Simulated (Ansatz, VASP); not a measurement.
Sb: VASP beside Ansatz

```
CELL_PARAMETERS angstrom
3.08020 0.00000 0.00000
0.00000 4.28876 0.00000
-0.03839 0.00000 4.34631
ATOMIC_POSITIONS crystal
Sb 0.01139 0.25000 0.24117
Sb 0.98861 0.75000 0.75883
```

Change from the starting cell: volume scaled by 0.96.

Alike in both runs: task single point; functional PBE; k mesh 9 × 6 × 6; occupations fermi-dirac, width 0.05 eV; no spin polarisation.

```csv
,VASP,Ansatz
version,VASP 6.6.1,Ansatz 0.2.0
potentials or method,"VASP PAW PBE potentials, release 64 (Sb)",Ansatz PAW
plane-wave cutoff (eV),520,420
valence electrons in the cell,10,30
```

```csv
,VASP,Ansatz,Ansatz less VASP
gap on the k mesh at the Fermi level (eV),none,none,-
pressure (GPa),2.9,2.9,0.00
largest component of the traceless stress (GPa),0.19,0.20,+0.008
rms of the force components (eV/Å),0.073,0.068,-0.0050
```

Atom by atom the forces differ by 0.005 eV/Å (rms over components). A gap of «none» marks a metal or a gap that the smearing closes. With one functional, cell and mesh, what is left measures potentials, basis and numerics. The two sets of potentials don't hold the same shells in valence.

The runs have no spin-orbit coupling, so splittings on Sb are missing.
